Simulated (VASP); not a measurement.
PbO2:

```
CELL_PARAMETERS angstrom
4.99496 0.00000 0.00000
0.00000 4.99496 0.00000
0.00000 0.00000 3.40900
ATOMIC_POSITIONS crystal
Pb 0.50000 0.50000 0.50000
Pb 0.00000 0.00000 0.00000
O 0.69257 0.69257 0.00000
O 0.80743 0.19257 0.50000
O 0.19257 0.80743 0.50000
O 0.30743 0.30743 0.00000
```

The cell is a database's computed one.

Base run:

| Quantity | Value |
| --- | --- |
| Program | VASP 6.6.1 |
| Functional | PBE |
| Potentials or basis | VASP PAW PBE potentials, release 64 (Pb_d, O) |
| Cutoff | 520 eV |
| k mesh | 6 × 6 × 8 |
| Occupations | fermi-dirac, width 0.05 eV |
| Spin | no spin polarisation |

Its results: pressure 6.0 GPa; largest force 0.050 eV/Å.

Task: The run is repeated on the same cell with these changes: functional from PBE to PBEsol; further incar settings from ALGO = Normal; EDIFF = 1e-06 to ALGO = Normal; EDIFF = 1e-06; NBANDS = 35. What comes out?

Result: Pressure 0.5 GPa; largest force 0.006 eV/Å.

Caveats: the PAW data sets were made with another functional, which shifts forces and pressure a little (some runs).
